## Estimating the pressure in squeezed and stretched molybdenum

The pressure of a crystal held at a fixed volume is the rate at which its energy rises as that volume is reduced. It was computed here with density functional theory for body-centred cubic molybdenum, by setting the spacing of the atoms and evaluating the energy and the stress. A positive pressure means that the crystal pushes outwards; a negative one means that it would have to be pulled to keep its size. Cubic symmetry makes the three stresses equal, so one pressure describes them all.

Body-centred cubic molybdenum at fixed volumes, computed with Ansatz 0.2.0: PBE, scalar-relativistic, PAW, no spin polarization or dispersion correction, plane-wave cutoff 420 eV, 18×18×18 k mesh, Gaussian smearing of 0.1 eV. Energies are taken at zero smearing, relative to the element's standard crystal in the same functional; pressure is positive in compression.

| volume (Å³/atom) | shortest distance (Å) | energy over elements (eV/atom) | pressure (GPa) |
| --- | --- | --- | --- |
| 13.728 | 2.613 | 0.281 | 48.93 |
| 13.890 | 2.623 | 0.234 | 43.75 |
| 14.363 | 2.652 | 0.126 | 30.06 |
| 14.837 | 2.681 | 0.054 | 18.38 |
| 15.310 | 2.709 | 0.015 | 8.45 |
| 15.581 | 2.725 | 0.006 | 3.46 |
| 15.644 | 2.729 | 0.004 | 2.35 |
| 15.784 | 2.737 | 0.004 | 0.00 |
| 16.257 | 2.764 | 0.015 | -7.20 |
| 17.018 | 2.807 | 0.072 | -16.61 |
| 17.362 | 2.825 | 0.112 | -20.13 |
| 18.579 | 2.890 | 0.304 | -29.72 |

The pressure vanishes at 15.784 Å³ per atom, the equilibrium volume of this calculation. Squeezing the crystal by 9 % in volume, to 14.363 Å³, produces 30 GPa. Stretching it by 10 %, to 17.362 Å³, takes a pull of only 20 GPa. A useful rule of thumb has to contain this asymmetry.

### Why the crystal stiffens when squeezed

Two tendencies balance at equilibrium. The 4d orbitals of neighbouring atoms overlap and form a band whose lower, bonding states are filled, which draws the atoms together. Against this stands the cost of confining the electrons in less space and of pushing filled inner shells towards each other. Theory argues that the repulsion changes more steeply with distance than the bonding does. Each further step inwards therefore meets a faster growing resistance, and each step outwards a weaker one.

A diatomic molecule shows the same thing in its simplest form: its energy curve is steep on the side of short bonds and flat on the side of long ones. The likeness covers the shape of the curve near its minimum. It doesn't extend to the strength of a single bond, because an atom in the metal shares its electrons with many neighbours at once.

The table shows how large the effect is. Stiffness is measured by the bulk modulus, the pressure gained per fractional loss of volume. Between the two smallest volumes it is about 440 GPa, and between the two largest about 140 GPa. The distance between neighbours changes by only 11 % from one end to the other, yet the stiffness changes by a factor of three.

### A spring in a better coordinate

An ordinary spring has an energy that is a parabola in its length, and so has the same stiffness on both sides. The asymmetry can be built in by keeping the parabola and changing the coordinate. Let d be the shortest distance between atoms, d₀ its value at equilibrium, and r = d₀/d. The quantity r² changes more for a step inwards than for an equal step outwards, so a parabola in r² is steep on the squeezed side and flat on the stretched one.

With V₀ the equilibrium volume per atom and B the bulk modulus at equilibrium, the energy above the minimum is taken as

E = (9/8) B V₀ (r² − 1)².

The volume is V = V₀/r³. Differentiating both with respect to r gives dE/dr = (9/2) B V₀ r (r² − 1) and dV/dr = −3V₀/r⁴. The pressure p = −dE/dV is then

p = (3/2) B (r² − 1) r⁵.

The factor 9/8 makes the stiffness equal to B at equilibrium. This is the second-order Birch–Murnaghan equation. The asymmetry has a physical cause, but the choice of the second power is justified by how well it works, not by a theory of the bonding.

Only V₀ and B have to be known. B was set on the two rows that lie 3 % in volume on either side of equilibrium, which give 260 GPa. The pressure prefactor is then 3/2 × 260 = 390 GPa. Since 1 eV/Å³ is about 160 GPa, the energy prefactor is 9/8 × 260 × 15.784/160, or about 29 eV per atom. For molybdenum the rule reads

p ≈ 390 GPa × (r² − 1) r⁵ and E ≈ 29 eV × (r² − 1)².

### Two rows by hand

Neither of the following rows was used to set B. At 14.363 Å³ the shortest distance is 2.652 Å, against 2.737 Å at equilibrium.

- r = 2.737/2.652 = 1.032
- r² − 1 = 0.065 and r⁵ = 1.17
- p ≈ 390 × 0.065 × 1.17 ≈ 29.7 GPa
- E ≈ 29 × 0.065² ≈ 0.12 eV per atom

The calculation gives 30.06 GPa. Its energy is listed relative to the standard form of the element, and on that scale the minimum lies at 0.004 eV. This small offset of the reference has to be subtracted: 0.126 − 0.004 = 0.122 eV, in agreement with the estimate.

The stretched crystal at 17.362 Å³ has a shortest distance of 2.825 Å.

- r = 2.737/2.825 = 0.969
- r² − 1 = −0.061 and r⁵ = 0.85
- p ≈ 390 × (−0.061) × 0.85 ≈ −20 GPa
- E ≈ 29 × 0.061² ≈ 0.11 eV per atom

The calculated values are −20.13 GPa and 0.112 − 0.004 = 0.108 eV. A straight line of pressure against volume, p = B (1 − V/V₀), would have given about 23 GPa for the first row and −26 GPa for the second. It is too soft under compression and too stiff under tension, by a fifth to a third of the calculated pressure.

### How good the rule is

Over the rows that were not used to set B, the estimated pressure stays within 3 % of the calculated one. The energy stays within about 5 meV per atom. These are not two separate successes, because the pressure is the slope of the energy curve. Very close to equilibrium the pressure is the better quantity to compare, since the energy there amounts to only a few units of its last printed digit.

The error has a pattern towards the ends of the table. There the rule gives too little pressure for the squeezed crystal and too strong a pull for the stretched one, so the computed curve is slightly more asymmetric still. The asymmetry can be expressed by the amount by which the bulk modulus grows per unit of pressure. At equilibrium the rule fixes this number at 4, whereas a fit with one more parameter to all twelve rows gives 4.3.

A parabola in 1/dⁿ makes the bulk modulus grow by n + 2 per unit of pressure at equilibrium. Among whole numbers the fitted 4.3 therefore favours n = 2, and the neighbouring powers do less well. In a simple electron gas the kinetic energy varies as 1/d² and the electrostatic energy as 1/d, which together make a parabola in 1/d. Calibrated on the same two rows, that form misses the pressure by up to 12 %: it has the right kind of asymmetry, but too little. A parabola in 1/V has too much and misses by up to 5 %. The output printed after the text lists the estimates of the rule row by row.

### Where the rule stops

For small strains the weak point is V₀, not the formula. The row at 15.581 Å³ lies only 1.3 % below the equilibrium volume and already carries 3.5 GPa. Whoever took it for the unstrained crystal would misjudge a small pressure completely. V₀ should therefore come from the same source as the pressures to be estimated, be it one functional or one set of measurements.

For large stretching the formula itself breaks down. When the atoms are pulled far apart, r tends to zero and the rule gives 29 eV per atom, while separating molybdenum into atoms really costs roughly 7 eV, a recalled value. The rule passes that energy when the distance has grown by 40 %, so it must have failed by then. The table reaches a stretch of less than 6 % and can't tell where the failure begins. The calculations also exclude magnetic moments. Separated molybdenum atoms have them and are lower in energy for it, so calculations of this kind, carried on to free atoms, can be expected to put the cost of separation too high. Whether any moments would appear in the most stretched crystal of the table was not tested.

The rule also assumes equal strain in all directions. A thin film held by its substrate is strained along the surface and free to relax across it, so its stress depends on the resistance to shear as well, which a bulk modulus doesn't contain.

For another metal the same steps apply with its own V₀ and B, and the same balance of bonding and repulsion lets one expect stiffening under compression. The accuracy of 3 % belongs to molybdenum in this range of volumes. How well the second power serves elsewhere can be judged from one strongly compressed volume whose pressure is known.

Output of the analysis:

```
Stiffness B from the two calibration rows, GPa: 259.8
Pressure prefactor 3B/2, GPa: 389.7
Energy prefactor 9BV0/8, eV per atom: 28.79
Largest stiffness between neighbouring rows (first pair), GPa: 441.5
Smallest stiffness between neighbouring rows (last pair), GPa: 141.6
Straight-line pressure B(1-V/V0) at 14.363, GPa: 23.39
Straight-line pressure B(1-V/V0) at 17.362, GPa: -25.97
Rule against calculation:
     row    d0/d      r2-1      r5  rule_GPa  miss_percent   rule_eV  calc_eV  miss_meV
  13.728   1.048   0.09751   1.262     47.95        -2.012    0.2737    0.277    -3.268
   13.89   1.044   0.08895   1.237     42.89        -1.956    0.2278     0.23     -2.17
  14.363   1.032   0.06491    1.17      29.6        -1.522    0.1213    0.122    -0.675
  14.837   1.021   0.04211   1.109     18.19        -1.022   0.05106     0.05     1.058
   15.31    1.01   0.02054   1.052     8.419        -0.365   0.01214    0.011     1.141
  15.581   1.004  0.008667   1.022     3.451       -0.2604  0.002163    0.002    0.1628
  15.644   1.003  0.005957   1.015     2.356        0.2599  0.001022        0     1.022
  15.784       1         0       1         0             0         0        0         0
  16.257  0.9902  -0.01949   0.952    -7.231        0.4284   0.01094    0.011  -0.06076
  17.018  0.9752  -0.04894  0.8821    -16.82         1.287   0.06897    0.068     0.974
  17.362  0.9687  -0.06155  0.8532    -20.46         1.651    0.1091    0.108     1.072
  18.579  0.9471    -0.103  0.7621    -30.58         2.908    0.3054      0.3     5.404
Worst pressure miss of the rule outside calibration, percent: 2.908
Worst pressure miss, parabola in 1/d, percent: 11.75
Worst pressure miss, parabola in 1/V, percent: 5.233
fit of pressure on 12 rows: coefficient of h 259.3 +/- 0.11, coefficient of h*(r**2-1)/2 126.4 +/- 2.6; rms 0.0284, worst 13.728 0.0549, leave-one-out rms 0.0498
Pressure derivative of the bulk modulus from the fit (rule: 4): 4.325
Stretch of distance at which the rule reaches 7 eV, percent: 40.45
Largest stretch of distance in the table, percent: 5.585
```
